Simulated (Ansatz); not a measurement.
# Ge (Cmmm) in Ansatz: settings compared, part 2 of 2

Ansatz 0.2.0.

### 4 Elastic constants, PBE

Contents of input.yaml:

```yaml
crystal:
  lattice:
    - [1.397149, -2.600516, 0.0]
    - [1.397149, 2.600516, 0.0]
    - [0.0, 0.0, 2.698231]
  atoms:
    - { symbol: Ge, position: [0.5, 0.5, 0.0] }
hamiltonian:
  xc: pbe
  pseudopotentials: { kind: paw }
kpoints:
  mp_grid: { grid: [8, 8, 7] }
scf:
  occupations: { method: fermi_dirac, width: 0.05 }
output:
  forces: true
  stress: true
elastic:
  mode: relaxed_ion
  stencil: two_point
```

Potentials or basis: Ansatz PAW.

On the command line:

```console
ansatz run input.yaml --threads 2 --pin off --max-ram 5632MiB --backend cpu --events-out ev --progress --plain --runs-dir out
```

Output:

```text
Warning: RAYON_NUM_THREADS=2 ignored (pool sized by the plan → 2); use --threads N
Engine: ansatz 0.2.0, aarch64-unknown-linux-gnu
Pseudopotentials: kind: paw
Pseudopotential: Ge, paw, valence charge 14, recommended cutoff 420 eV (normal), Ge.paw.azcp
Functional definition: PBE
  parameter kappa = 0.804
  parameter beta = 0.06672455060314922
  exchange = pbe_x(kappa = kappa, mu = beta*pi^2/3)
  correlation = pbe_c(beta = beta)
Crystal: 1 atoms, lattice volume = 19.607 Å³
Basis set: ecut = 420 eV, 397 PW (Γ), exchange–correlation on 40×40×40 points (8 copies of the dense FFT grid, shifted against one another)
Bands: 11, of which v1, the nominal top of the filled ones, is band 7 counted from 1 (6 counted from 0)
Symmetry: 8 space group operations
Space group: Cmmm (ITA 65), of the structure as read, at distance tolerance 2.7e-5 Å
k-points: 84 of 448
Non-local potential: Ge, projectors of the file, l = 0: 2, l = 1: 2, l = 2: 3, l = 3: 1
PAW form: soft (Blöchl's): semilocal exchange-correlation on the pseudo side does not see the compensation charge
PAW one-centre angular grid: Ge, 590 points (default); XC on 64 Gauss nodes
Initial density: superposition of atomic densities (neutral atoms: chi_scale 0, normalization atom), corrected by the library's trained network
Initial wavefunctions: pseudopotential atomic-orbital guess
Functional: x = pbe(κ = 0.804, μ = 0.2195149727645171), c = pbe(β = 0.06672455060314922)
SCF iter   1: F=—  HF=-4294.727676 eV  |F-HF|=—  |Δ(HF+E_count)|=         —  Δρ=1.51e-3  dr2=4.76e-4  ethr=1.77e-3  ⟨swp⟩=5.7  Hψ=5352  notcnv=0
preconditioner: auto → none  [metal: Δε(μ)=0.012 eV  Ē_g=26.953 eV  σ=0.050 eV  W_gap=0.06  n_scr=8 (ndim 8)  ℏωp=31.4 eV  f_vac=0.000  D(μ)=0.79/eV (n_scr^D=8)  sad-step TF]
SCF iter   2: F=—  HF=-4294.727491 eV  |F-HF|=—  |Δ(HF+E_count)|=   1.84e-4  Δρ=1.07e-3  dr2=2.51e-4  ethr=3.40e-6  ⟨swp⟩=1.4  Hψ=1636  notcnv=0
SCF iter   3: F=—  HF=-4294.727519 eV  |F-HF|=—  |Δ(HF+E_count)|=   2.73e-5  Δρ=4.56e-4  dr2=2.78e-5  ethr=1.79e-6  ⟨swp⟩=2.0  Hψ=1454  notcnv=0
SCF iter   4: F=—  HF=-4294.727472 eV  |F-HF|=—  |Δ(HF+E_count)|=   4.70e-5  Δρ=1.42e-4  dr2=2.01e-6  ethr=1.99e-7  ⟨swp⟩=2.0  Hψ=1456  notcnv=0
SCF iter   5: F=—  HF=-4294.727473 eV  |F-HF|=—  |Δ(HF+E_count)|=   8.82e-7  Δρ=2.06e-5  dr2=5.77e-8  ethr=1.44e-8  ⟨swp⟩=2.0  Hψ=1502  notcnv=0
SCF iter   6: F=—  HF=-4294.727472 eV  |F-HF|=—  |Δ(HF+E_count)|=   7.31e-7  Δρ=8.85e-6  dr2=1.38e-8  ethr=4.12e-10  ⟨swp⟩=2.0  Hψ=1501  notcnv=0
[... 158 lines left out ...]
  dense FFT box of the reference and of every strained cell: 20×20×20
  strains applied: 11, 22, 33, 23, 13, 12; error gains: componentwise 1.00 (the most a stress slope's error grows in a printed constant), spectral 1.00 (1 for all six strains in a standard setting)
  C = ∂σ_k/∂η_j (tension-positive GPa; Voigt order 11 22 33 23 13 12):
        50.950     17.063    110.922      0.000      0.000      0.000
        12.619    117.375     10.453      0.000      0.000      0.000
       110.640     14.486    108.141      0.000      0.000      0.000
         0.000      0.000      0.000     19.511      0.000      0.000
         0.000      0.000      0.000      0.000     -4.782      0.000
         0.000      0.000      0.000      0.000      0.000     35.892
  reference stress σ⁰ (GPa):     -0.944      3.302     -0.379     -0.000     -0.000     -0.000
  C* (energy form; C + prestress term) asymmetry max|C*_kj − C*_jk| = 3.514e-1 GPa — a small one proves nothing (zero by symmetry where the batch's group is 432, −43m or m−3m); a large one is finite-difference/SCF noise where every solve meets its electron count
  moduli (Voigt/Reuss/Hill, GPa): K = 61.41/62.61/62.01   G = 19.35/-29.40/-5.03   E = -15.50   ν = 0.542
  mechanically stable: NO (min eigenvalue of sym C = -34.98 GPa)
  strain η (Voigt 11):  stress-route row diagonal C_11 = 50.95 GPa, energy-path curvature d²(F+E_count+ΔE)/dδ²/Ω₀ = 51.34 GPa
         δ    σ_11 (GPa)             F (eV)   n_scf  n_hpsi   n_pw
    -2.000e-3      -1.0463       -4294.7272270       7   16771    397   relax 0 steps, max|allowed force component| 0.00e0 eV/Å
     2.000e-3      -0.8425       -4294.7276911       6   15196    397   relax 0 steps, max|allowed force component| 0.00e0 eV/Å
  strain η (Voigt 22):  stress-route row diagonal C_22 = 117.38 GPa, energy-path curvature d²(F+E_count+ΔE)/dδ²/Ω₀ = 119.08 GPa
         δ    σ_22 (GPa)             F (eV)   n_scf  n_hpsi   n_pw
    -2.000e-3       3.0686       -4294.7282507       7   19007    397   relax 0 steps, max|allowed force component| 0.00e0 eV/Å
     2.000e-3       3.5381       -4294.7266349       6   15106    397   relax 0 steps, max|allowed force component| 0.00e0 eV/Å
  strain η (Voigt 33):  stress-route row diagonal C_33 = 108.14 GPa, energy-path curvature d²(F+E_count+ΔE)/dδ²/Ω₀ = 107.06 GPa
         δ    σ_33 (GPa)             F (eV)   n_scf  n_hpsi   n_pw
    -2.000e-3      -0.5981       -4294.7273531       6   16010    395   relax 0 steps, max|allowed force component| 0.00e0 eV/Å
     2.000e-3      -0.1656       -4294.7275384       6   15490    397   relax 0 steps, max|allowed force component| 0.00e0 eV/Å
  strain η (Voigt 23):  stress-route row diagonal C_44 = 19.51 GPa, energy-path curvature d²(F+E_count+ΔE)/dδ²/Ω₀ = 19.21 GPa
         δ    σ_23 (GPa)             F (eV)   n_scf  n_hpsi   n_pw
    -2.000e-3      -0.0390       -4294.7274677       6   23786    395   relax 0 steps, max|allowed force component| 0.00e0 eV/Å
     2.000e-3       0.0390       -4294.7274677       6   22619    395   relax 0 steps, max|allowed force component| 0.00e0 eV/Å
  strain η (Voigt 13):  stress-route row diagonal C_55 = -4.78 GPa, energy-path curvature d²(F+E_count+ΔE)/dδ²/Ω₀ = -3.80 GPa
         δ    σ_13 (GPa)             F (eV)   n_scf  n_hpsi   n_pw
    -2.000e-3       0.0096       -4294.7274731       6   23509    397   relax 0 steps, max|allowed force component| 0.00e0 eV/Å
     2.000e-3      -0.0096       -4294.7274731       6   25063    397   relax 0 steps, max|allowed force component| 0.00e0 eV/Å
  strain η (Voigt 12):  stress-route row diagonal C_66 = 35.89 GPa, energy-path curvature d²(F+E_count+ΔE)/dδ²/Ω₀ = 36.12 GPa
         δ    σ_12 (GPa)             F (eV)   n_scf  n_hpsi   n_pw
    -2.000e-3      -0.0718       -4294.7274632       6   25375    397   relax 0 steps, max|allowed force component| 0.00e0 eV/Å
     2.000e-3       0.0718       -4294.7274632       6   23888    397   relax 0 steps, max|allowed force component| 0.00e0 eV/Å
```

Wall time 10 s (2 threads of Arm Neoverse V1, shared host); peak memory 0.27 GiB.

What came out:

```yaml
Free_energy: -4294.7275 eV
Pressure: -0.7 GPa
Band_gap_on_the_k_mesh: none (metal or under the smearing width)
Voigt_bulk_modulus: 61 GPa
```

Elastic tensor in Voigt notation (GPa, in the Cartesian axes of the cell as first typed):
```
 51  17 111   0   0   0
 13 117  10   0   0   0
111  14 108   0   0   0
  0   0   0  20   0   0
  0   0   0   0  -5   0
  0   0   0   0   0  36
```

Caveat: the elastic tensor has a negative eigenvalue, so either the cell is unstable as it stands or the mesh is too thin.

### 5 The runs side by side

| task | level | atoms under strain | gap on the mesh (eV) | pressure (GPa) |
| --- | --- | --- | --- | --- |
| elastic constants | LDA | clamped | none | -5.7 |
| phonons | PBE | - | none | - |
| elastic constants | PBE | relaxed | none | -0.7 |

Alike in all rows: potentials or basis Ansatz PAW; no spin polarisation; cell as given; k mesh 8 × 8 × 7; cutoff (eV) 420; smearing fermi-dirac 0.05 eV.

Every run on the cell as given and a fine mesh finds a metal.

Caveats: the elastic tensor has a negative eigenvalue, so either the cell is unstable as it stands or the mesh is too thin (some runs); the cell is more than 3 GPa from zero pressure, which shifts response properties (some runs); the PAW data sets come from PBE, with cores solved anew for the run's functional, which leaves a small shift of forces and pressure (some runs).

Absolute energies hang on the potentials; compare differences alone.
